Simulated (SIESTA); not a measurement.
# BAs (F-43m) in SIESTA: a series of runs, part 2 of 2

SIESTA 5.4.2. The steps go on from the part before.

### 3 Single point, PBE, 13.08 Å³/atom

Input file BAs.fdf:

```
SystemName                      BAs
SystemLabel                     BAs
NumberOfSpecies                 2
NumberOfAtoms                   2
%block ChemicalSpeciesLabel
  1  33 As
  2   5 B
%endblock ChemicalSpeciesLabel

LatticeConstant                 1.0 Ang
%block LatticeVectors
     0.0000000000     2.3562190158     2.3562190158
     2.3562190158     0.0000000000     2.3562190158
     2.3562190158     2.3562190158     0.0000000000
%endblock LatticeVectors
AtomicCoordinatesFormat         Fractional
%block AtomicCoordinatesAndAtomicSpecies
     0.7500000000     0.7500000000     0.7500000000  1  As
     0.0000000000     0.0000000000     0.0000000000  2  B
%endblock AtomicCoordinatesAndAtomicSpecies

%block kgrid.MonkhorstPack
   10   0   0  0.0
    0  10   0  0.0
    0   0  10  0.0
%endblock kgrid.MonkhorstPack
XC.Functional                   GGA
XC.Authors                      PBE
PAO.BasisSize                   DZP
PAO.EnergyShift                 0.003 Ry
Mesh.Cutoff                     500 Ry
OccupationFunction              FD
ElectronicTemperature           0.05 eV
MaxSCFIterations                120
SCF.MustConverge                false
SCF.Mixer.Method                Pulay
SCF.Mixer.Weight                0.25
SCF.Mixer.History               8
SCF.DM.Tolerance                5.0e-05
SCF.H.Tolerance                 1.0e-03 eV
WriteForces                     true
Charge.Mulliken                 end
%block PAO.Basis
  As 4
  n=4 0 2
    5.512 0.000
  n=4 1 2
    7.356 0.000
  n=3 2 2
    2.890 0.000
  n=4 2 1
    7.356
%endblock PAO.Basis
```

Potentials or basis: PseudoDojo 0.4 standard (PBE files), DZP (energy shift 0.003 Ry; two zetas on semicore shells).

Launch:

```
$ siesta < BAs.fdf > BAs.out 2>&1
```

Run time: 45 s. Hardware: 1 thread of Intel Xeon Platinum 8488C (Sapphire Rapids), shared host; peak memory 0.25 GiB.

It converged, with:

| Quantity | Value |
| --- | --- |
| Free energy | -2965.6402 eV |
| Pressure | 11.0 GPa |
| Band gap on the k mesh | 1.31 eV, indirect (least direct gap 3.40 eV) |

Caveat: the basis of atomic orbitals isn't converged, which shifts pressures, moduli and gaps.

### 4 Single point, PBE, 13.35 Å³/atom

Changes to BAs.fdf since step 3:

```diff
@@ -11,5 +11,5 @@
 %block LatticeVectors
-     0.0000000000     2.3562190158     2.3562190158
-     2.3562190158     0.0000000000     2.3562190158
-     2.3562190158     2.3562190158     0.0000000000
+     0.0000000000     2.3724693156     2.3724693156
+     2.3724693156     0.0000000000     2.3724693156
+     2.3724693156     2.3724693156     0.0000000000
 %endblock LatticeVectors
```

Launch:

```
$ siesta < BAs.fdf > BAs.out 2>&1
```

Run time: 48 s. Hardware: 1 thread of Intel Xeon Platinum 8488C (Sapphire Rapids), shared host; peak memory 0.25 GiB.

Results (log left out):

* Free energy: -2965.6721 eV
* Pressure: 7.8 GPa
* Band gap on the k mesh: 1.33 eV, indirect (least direct gap 3.38 eV)

Caveat: the basis of atomic orbitals isn't converged, which shifts pressures, moduli and gaps.

### 5 Single point, PBE, 13.63 Å³/atom

Changes to BAs.fdf since step 4:

```diff
@@ -11,5 +11,5 @@
 %block LatticeVectors
-     0.0000000000     2.3724693156     2.3724693156
-     2.3724693156     0.0000000000     2.3724693156
-     2.3724693156     2.3724693156     0.0000000000
+     0.0000000000     2.3885000000     2.3885000000
+     2.3885000000     0.0000000000     2.3885000000
+     2.3885000000     2.3885000000     0.0000000000
 %endblock LatticeVectors
```

Launch:

```
$ siesta BAs.fdf > BAs.out 2>&1
```

Run time: 45 s. Hardware: 1 thread of Intel Xeon Platinum 8488C (Sapphire Rapids), shared host; peak memory 0.25 GiB.

The run converged. Its results:

- Free energy: -2965.6934 eV
- Pressure: 4.7 GPa
- Band gap on the k mesh: 1.34 eV, indirect (least direct gap 3.36 eV)

Caveat: the basis of atomic orbitals isn't converged, which shifts pressures, moduli and gaps.

### 6 Single point, PBE, 13.90 Å³/atom

Changes to BAs.fdf since step 5:

```diff
@@ -11,5 +11,5 @@
 %block LatticeVectors
-     0.0000000000     2.3885000000     2.3885000000
-     2.3885000000     0.0000000000     2.3885000000
-     2.3885000000     2.3885000000     0.0000000000
+     0.0000000000     2.4043183418     2.4043183418
+     2.4043183418     0.0000000000     2.4043183418
+     2.4043183418     2.4043183418     0.0000000000
 %endblock LatticeVectors
```

Potentials or basis: PseudoDojo 0.4 standard (PBE files), DZP (energy shift 0.003 Ry; two zetas on semicore shells).

Launch:

```
$ siesta BAs.fdf > BAs.out 2>&1
```

Wall time 45 s (1 thread of Intel Xeon Platinum 8488C (Sapphire Rapids), shared host); peak memory 0.24 GiB.

The run converged. Its results:

| Property | Result |
| --- | --- |
| Free energy | -2965.7049 eV |
| Pressure | 2.2 GPa |
| Band gap on the k mesh | 1.36 eV, indirect (least direct gap 3.33 eV) |

Caveat: the basis of atomic orbitals isn't converged, which shifts pressures, moduli and gaps.

### 7 Single point, PBE, 14.17 Å³/atom

Changes to BAs.fdf since step 6:

```diff
@@ -11,5 +11,5 @@
 %block LatticeVectors
-     0.0000000000     2.4043183418     2.4043183418
-     2.4043183418     0.0000000000     2.4043183418
-     2.4043183418     2.4043183418     0.0000000000
+     0.0000000000     2.4199312360     2.4199312360
+     2.4199312360     0.0000000000     2.4199312360
+     2.4199312360     2.4199312360     0.0000000000
 %endblock LatticeVectors
```

Launch:

```
$ siesta < BAs.fdf > BAs.out 2>&1
```

It took 41 s on 1 thread of Intel Xeon Platinum 8488C (Sapphire Rapids), shared host; peak memory 0.24 GiB.

The run converged. Its results:

```
Free energy            : -2965.7084 eV
Pressure               : -0.1 GPa
Band gap on the k mesh : 1.38 eV, indirect (least direct gap 3.31 eV)
```

Caveat: the basis of atomic orbitals isn't converged, which shifts pressures, moduli and gaps.

### 8 Single point, PBE, 14.44 Å³/atom

Changes to BAs.fdf since step 7:

```diff
@@ -11,5 +11,5 @@
 %block LatticeVectors
-     0.0000000000     2.4199312360     2.4199312360
-     2.4199312360     0.0000000000     2.4199312360
-     2.4199312360     2.4199312360     0.0000000000
+     0.0000000000     2.4353452264     2.4353452264
+     2.4353452264     0.0000000000     2.4353452264
+     2.4353452264     2.4353452264     0.0000000000
 %endblock LatticeVectors
```

Launch:

```
$ siesta < BAs.fdf > BAs.out 2>&1
```

Wall time 43 s (1 thread of Intel Xeon Platinum 8488C (Sapphire Rapids), shared host); peak memory 0.24 GiB.

It converged, with:

```
Free energy            : -2965.7042 eV
Pressure               : -2.4 GPa
Band gap on the k mesh : 1.39 eV, indirect (least direct gap 3.29 eV)
```

Caveat: the basis of atomic orbitals isn't converged, which shifts pressures, moduli and gaps.

### 9 Equation of state, PBE

Potentials or basis: PseudoDojo 0.4 standard (PBE files), DZP (energy shift 0.003 Ry; two zetas on semicore shells).

No new run: the results of the series are fitted here.

What came out:

```
Equilibrium volume                      : 14.15 Å³/atom
Bulk modulus                            : 115 GPa
Pressure derivative of the bulk modulus : 5.0
```

Energy against volume, from the lowest point:
```csv
volume (Å³/atom),energy (meV/atom)
12.809,55.94
13.081,34.13
13.354,18.18
13.626,7.50
13.899,1.78
14.171,0.00
14.444,2.11
```

Caveat: the basis of atomic orbitals isn't converged, which shifts pressures, moduli and gaps.

### 10 Comparison with measurements

Step 9. Against the measured bulk modulus of BAs, 148 GPa (quoted in “Basic Physical Properties of Cubic Boron Arsenide”, 2019, arxiv:1911.11281), the calculated 115 GPa is off by -22.0 %. The fit is for a static lattice scaled at fixed shape and fixed fractional positions.
